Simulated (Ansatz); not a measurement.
Crystal: Al2Cu (Khatyrkite).

```xyz
6
Lattice="-3.0335 3.0335 2.4385 3.0335 -3.0335 2.4385 3.0335 3.0335 -2.4385" Properties=species:S:1:pos:R:3 pbc="T T T"
Cu    0.0000    0.0000    1.2192
Cu    0.0000    0.0000    3.6578
Al    0.9592    2.0743    0.0000
Al   -0.9592    2.0743    2.4385
Al    2.0743    0.9592    2.4385
Al    3.9927    0.9592    0.0000
```

| Item | Value |
| --- | --- |
| Program | Ansatz 0.2.0 |
| Task | relaxation of cell and atoms |
| Functional | PBEsol |
| Dispersion | D3(BJ) |
| Potentials or basis | Ansatz PAW |
| Cutoff | 420 eV (not typed: the program's choice for these potentials) |
| k mesh | 7 × 7 × 7 |
| Occupations | fermi-dirac, width 0.05 eV |
| Spin | no spin polarisation |

At the start: volume 14.96 Å³/atom.

Problem. Where does the relaxation end?

Solution. It ends after 5 steps and the volume is 13.91 Å³/atom (-7.0 %); space group I4/mcm (No. 140, to 0.05 Å).

Step by step:
| step | energy change (eV) | largest force (eV/Å) | volume (Å³) |
| --- | --- | --- | --- |
| 1 | 0.0000 | 0.0690 | 89.76 |
| 2 | -0.1509 | 0.1586 | 84.37 |
| 3 | -0.1596 | 0.0031 | 83.32 |
| 4 | -0.1602 | 0.0031 | 83.46 |
| 5 | -0.1583 | 0.0029 | 83.46 |

Final structure:
```yaml
crystal:
  lattice:
    - [-2.95812, 2.95812, 2.38434]
    - [2.95812, -2.95812, 2.38434]
    - [2.95812, 2.95812, -2.38434]
  atoms:
    - { symbol: Cu, position: [0.25000, 0.25000, 0.00000] }
    - { symbol: Cu, position: [0.75000, 0.75000, 0.00000] }
    - { symbol: Al, position: [0.34145, 0.15855, 0.50000] }
    - { symbol: Al, position: [0.84145, 0.34145, 0.18291] }
    - { symbol: Al, position: [0.65855, 0.84145, 0.50000] }
    - { symbol: Al, position: [0.15855, 0.65855, 0.81709] }
```

Caveat: the plane-wave basis is chosen anew once the cell has moved, so the energies of steps on either side of that aren't comparable; pairwise dispersion overbinds metals, which lowers pressure and volume; the PAW data sets come from PBE, with cores solved anew for the run's functional, which leaves a small shift of forces and pressure.
